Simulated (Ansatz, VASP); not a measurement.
# TiO2: VASP beside Ansatz

Aim: how closely do two programs agree when they are given the same cell, functional and k mesh? The cell is taken from a series of runs on this material, whose earlier steps may have relaxed, scaled, displaced or heated it; both programs get it as it stands.

Main program and level: Ansatz 0.2.0; plane waves, with VASP 6.6.1 beside it; single point at HSE06.

### 1. The starting structure

The structure is tetragonal, space group I4/m (No. 87). Conventional cell: a = 8.702 Å, b = 8.702 Å, c = 3.775 Å, α = 90.00°, β = 90.00°, γ = 90.00°. Ti has 6 O at 1.80 to 2.26 Å nearest. Nearest to O lie 4 Ti at 1.95 to 2.26 Å. Nearest to O lie 2 Ti at 1.80 to 1.81 Å. Farther neighbours and most contacts between anions are not listed.

As a file:

```
Ti O
1.0
    -4.35076    4.35076    1.88756
     4.35076   -4.35076    1.88756
     4.35076    4.35076   -1.88756
Ti O
4 8
Direct
  0.29228 0.00286 0.29514
  0.00286 0.70772 0.71057
  0.99714 0.29228 0.28943
  0.70772 0.99714 0.70486
  0.49886 0.15078 0.64965
  0.16166 0.84040 0.00206
  0.15078 0.50114 0.65192
  0.15960 0.16166 0.32126
  0.84040 0.83834 0.67874
  0.84922 0.49886 0.34808
  0.83834 0.15960 0.99794
  0.50114 0.84922 0.35035
```

### 2. VASP: single point, HSE06

With cell and atoms fixed, the geometry can't cause a difference; cores, projectors, grids and the points listed under the comparison can.

Lines of VASP's logs that name or quote its potential files are left out, and so is its time.

The run reads the wave functions of an earlier VASP run, which isn't shown here.

The input, INCAR:

```
SYSTEM = TiO2
PREC = Accurate
ENCUT = 520
EDIFF = 1E-06
NELM = 100
ISMEAR = 0
SIGMA = 0.01
LREAL = .FALSE.
ALGO = Normal
LHFCALC = .TRUE.
AEXX = 0.25
GGA = PE
HFSCREEN = 0.208
LASPH = .TRUE.
NBANDS = 60
PRECFOCK = Fast
LORBIT = 11
LWAVE = .FALSE.
LCHARG = .FALSE.
KPAR = 8
NCORE = 2
ISIF = 2
```

The input, POSCAR:

```
TiO2
1.0
   -4.3507577183      4.3507577183      1.8875555959
    4.3507577183     -4.3507577183      1.8875555959
    4.3507577183      4.3507577183     -1.8875555959
Ti O
4 8
Direct
    0.2922817000      0.0028552500      0.2951369500
    0.0028552500      0.7077183000      0.7105735400
    0.9971447500      0.2922817000      0.2894264600
    0.7077183000      0.9971447500      0.7048630500
    0.4988638200      0.1507847200      0.6496485400
    0.1616620100      0.8403974000      0.0020594200
    0.1507847100      0.5011361800      0.6519208900
    0.1596025900      0.1616620100      0.3212646100
    0.8403974000      0.8383379900      0.6787353900
    0.8492152800      0.4988638200      0.3480791100
    0.8383379900      0.1596025900      0.9979405800
    0.5011361800      0.8492152900      0.3503514600
```

The input, KPOINTS:

```
Automatic mesh
0
Gamma
4 4 4
0 0 0
```

PAW data sets: Ti_sv and O (PBE family, release 64).

Command:

```
mpirun -np 16 vasp_std
```

Numbers of over 12 decimals in the logs are rounded to 6 here.

What it wrote:

```text
[banner, memory and clock lines left out]
running   16 mpi-ranks, on    1 nodes
 distrk:  each k-point on    2 cores,    8 groups
 distr:  one band on    2 cores,    1 groups

 POSCAR found type information on POSCAR TiO
 POSCAR found :  2 types and      12 ions
 LDA part: xc-table for (Slater+PW92), standard interpolation
 found WAVECAR, reading the header
 POSCAR, INCAR and KPOINTS ok, starting setup
 FFT: planning ... GRIDC
 FFT: planning ... GRID_SOFT
 FFT: planning ... GRID
 reading WAVECAR
 the WAVECAR file was read successfully
 initial charge from wavefunction
 entering main loop
       N       E                     dE             d eps       ncg     rms          rms(c)
DAV:   1    -0.132753976923E+03   -0.13275E+03   -0.59243E+00  1796   0.160E+01    0.646E+00
DAV:   2    -0.132223188721E+03    0.53079E+00   -0.15457E+00  2156   0.124E+01    0.195E+00
DAV:   3    -0.132287044787E+03   -0.63856E-01   -0.43477E-01  2388   0.372E+00    0.153E+00
DAV:   4    -0.132263447556E+03    0.23597E-01   -0.11206E-01  2268   0.241E+00    0.590E-01
DAV:   5    -0.132268789109E+03   -0.53416E-02   -0.18148E-02  1976   0.611E-01    0.386E-01
DAV:   6    -0.132267473633E+03    0.13155E-02   -0.39137E-03  2368   0.513E-01    0.198E-01
DAV:   7    -0.132267894250E+03   -0.42062E-03   -0.11946E-03  1928   0.179E-01    0.141E-01
DAV:   8    -0.132267861877E+03    0.32373E-04   -0.32369E-04  2360   0.159E-01    0.725E-02
DAV:   9    -0.132267907939E+03   -0.46062E-04   -0.10280E-04  1924   0.549E-02    0.451E-02
DAV:  10    -0.132267915924E+03   -0.79845E-05   -0.20488E-05  2264   0.325E-02    0.282E-02
DAV:  11    -0.132267923374E+03   -0.74506E-05   -0.10124E-05  1920   0.193E-02    0.179E-02
DAV:  12    -0.132267926178E+03   -0.28038E-05   -0.14868E-06  1256   0.115E-02    0.108E-02
DAV:  13    -0.132267927657E+03   -0.14793E-05   -0.13679E-06  1152   0.816E-03    0.641E-03
DAV:  14    -0.132267928452E+03   -0.79473E-06   -0.59924E-07  1144   0.512E-03
   1 F= -.13226793E+03 E0= -.13226793E+03  d E =-.152462-128
```

Parts of OUTCAR (step 2):

```text
ion  position               nearest neighbor table
   1  0.292  0.003  0.295-   8 1.80   6 1.81  10 1.95  10 1.95   5 2.21  12 2.26
   2  0.003  0.708  0.711-   6 1.80   9 1.81   5 1.95   5 1.95   7 2.21  10 2.26
   3  0.997  0.292  0.289-  11 1.80   8 1.81  12 1.95  12 1.95  10 2.21   7 2.26
   4  0.708  0.997  0.705-   9 1.80  11 1.81   7 1.95   7 1.95  12 2.21   5 2.26
   5  0.499  0.151  0.650-   2 1.95   2 1.95   1 2.21   4 2.26
   6  0.162  0.840  0.002-   2 1.80   1 1.81
   7  0.151  0.501  0.652-   4 1.95   4 1.95   2 2.21   3 2.26
   8  0.160  0.162  0.321-   1 1.80   3 1.81
   9  0.840  0.838  0.679-   4 1.80   2 1.81
  10  0.849  0.499  0.348-   1 1.95   1 1.95   3 2.21   2 2.26
  11  0.838  0.160  0.998-   3 1.80   4 1.81
  12  0.501  0.849  0.350-   3 1.95   3 1.95   4 2.21   1 2.26

  LATTYP: Found a body centered tetragonal cell.
 ALAT       =     8.7015154366
 C/A-ratio  =     0.4338452560

 Subroutine GETGRP returns: Found  8 space group operations
 (whereof  8 operations were pure point group operations)

The static configuration has the point symmetry C_4h.

 Found     14 irreducible k-points:

   k-points           NKPTS =     14   k-points in BZ     NKDIM =     64   number of bands    NBANDS=     60

   dimension x,y,z NGX =    48 NGY =   48 NGZ =   48
   dimension x,y,z NGXF=    96 NGYF=   96 NGZF=   96

   ENCUT  =  520.0 eV  38.22 Ry    6.18 a.u.  11.97 11.97 11.97*2*pi/ulx,y,z

   NELECT =      96.0000    total number of electrons

 k-points in reciprocal lattice and weights: Automatic mesh
   0.00000000  0.00000000  0.00000000       0.016
   0.25000000  0.00000000  0.00000000       0.125
   0.50000000  0.00000000  0.00000000       0.062
   0.25000000  0.25000000  0.00000000       0.125
   0.50000000  0.25000000  0.00000000       0.125
  -0.25000000  0.50000000  0.00000000       0.125
  -0.25000000  0.25000000  0.00000000       0.062
   0.50000000  0.50000000  0.00000000       0.031
   0.25000000  0.25000000  0.25000000       0.031
[...]
-0.25000000 -0.25000000  0.25000000       0.031
   0.50000000  0.50000000  0.50000000       0.016

  exchange ACFDT corr.  =         0.00000000  see jH, gK, PRB 81, 115126

 average (electrostatic) potential at core
       1 -72.6432       2 -72.6432       3 -72.6432       4 -72.6432       5 -64.6230
       6 -64.4467       7 -64.6230       8 -64.4467       9 -64.4467      10 -64.6230
      11 -64.4467      12 -64.6230

 E-fermi :   2.3010

 k-point     1 :       0.0000    0.0000    0.0000
  band No.  band energies     occupation
    ...
     44       0.7620      2.00000
     45       1.0083      2.00000
     46       1.0083      2.00000
     47       1.0537      2.00000
     48       1.3730      2.00000
     49       5.1293      0.00000
     50       6.6463      0.00000
     51       6.6463      0.00000
     52       6.7048      0.00000
     53       7.0212      0.00000
    ...

 k-point     2 :       0.2500    0.0000    0.0000
  band No.  band energies     occupation
    ...
     44       0.7202      2.00000
     45       0.8041      2.00000
     46       1.3316      2.00000
     47       1.3986      2.00000
     48       1.4907      2.00000
     49       6.2985      0.00000
     50       6.5252      0.00000
     51       6.6315      0.00000
     52       6.6697      0.00000
     53       6.7479      0.00000
    ...

 k-point     3 :       0.5000    0.0000    0.0000
  band No.  band energies     occupation
    ...
     44       0.9621      2.00000
     45       1.2275      2.00000
     46       1.2986      2.00000
     47       1.3317      2.00000
     48       1.7179      2.00000
     49       6.4220      0.00000
     50       6.8145      0.00000
     51       6.9053      0.00000
     52       6.9594      0.00000
     53       7.2065      0.00000
    ...

  Total       -3.5226251     -3.5226251     -1.4827855     -0.0000004     -0.0000000      0.0000000
  in kB      -39.4900300    -39.4900300    -16.6226162     -0.0000041     -0.0000000      0.0000000
  external PRESSURE =     -31.8675587 kB  Pullay stress =       0.0000000 kB

  energy-cutoff  :      520.00
  volume of cell :      142.92
      direct lattice vectors                 reciprocal lattice vectors
    -4.350757718  4.350757718  1.887555596     0.000000000  0.114922511  0.264892860
     4.350757718 -4.350757718  1.887555596     0.114922511  0.000000000  0.264892860
     4.350757718  4.350757718 -1.887555596     0.114922511  0.114922511  0.000000000

 POSITION                                       TOTAL-FORCE (eV/Angst)
 -----------------------------------------------------------------------------------
      0.02485      2.54329      0.00000         0.036653     -0.524283     -0.000000
      6.15822      0.02484      0.00000         0.524283      0.036653      0.000000
     -1.80746      4.32591      1.88756        -0.524283     -0.036653     -0.000000
      4.32591      1.80746      1.88756        -0.036653      0.524283      0.000000
      1.31206      4.34087     -0.00000        -0.041107      0.011651      0.000000
      2.96197     -2.94405      1.88756         0.041095     -0.141033      0.000000
      4.36064      1.31206      0.00000        -0.011651     -0.041107      0.000000
      1.40670      1.38878     -0.00000        -0.141033     -0.041095      0.000000
      2.94405      2.96197      1.88756         0.141033      0.041095     -0.000000
     -0.00989      3.03870      1.88756         0.011651      0.041107      0.000000
      1.38878      7.29481      0.00000        -0.041095      0.141033     -0.000000
      3.03870      0.00989      1.88756         0.041107     -0.011651      0.000000
 -----------------------------------------------------------------------------------
    total drift:                               -0.000072      0.000070      0.000038

  FREE ENERGIE OF THE ION-ELECTRON SYSTEM (eV)
  ---------------------------------------------------
  free  energy   TOTEN  =      -132.2679284520 eV

  energy  without entropy=     -132.2679284520  energy(sigma->0) =     -132.26792845

 total charge
# of ion       s       p       d       tot
------------------------------------------
    1        2.236   6.306   1.684  10.226
    2        2.236   6.306   1.684  10.226
    3        2.236   6.306   1.684  10.226
    4        2.236   6.306   1.684  10.226
    5        1.567   3.552   0.000   5.119
    6        1.585   3.518   0.000   5.103
    7        1.567   3.552   0.000   5.119
    8        1.585   3.518   0.000   5.103
    9        1.585   3.518   0.000   5.103
   10        1.567   3.552   0.000   5.119
   11        1.585   3.518   0.000   5.103
   12        1.567   3.552   0.000   5.119
--------------------------------------------------
tot         21.552  53.506   6.737  81.795

[... 3 further parts left out ...]
```

This run has no spin polarisation, so a moment on Ti, if there is one, isn't seen. The gap is read on the k-mesh alone, so it is an upper bound where the band edges lie off the mesh.

[end of part 1 of 2]

[Lines on the potential files, build, host, timing and source positions are cut from VASP's logs without a mark.]

[Logs are printed without paths, hosts, clocks, repeated set-up lines and the standing remarks that a program may print on its own settings, such as how far it seeks lower states.]

[Hosts, paths, dates, database ids (printed as entryN), source tags and the programs' standing remarks are cut or masked in the printed files.]
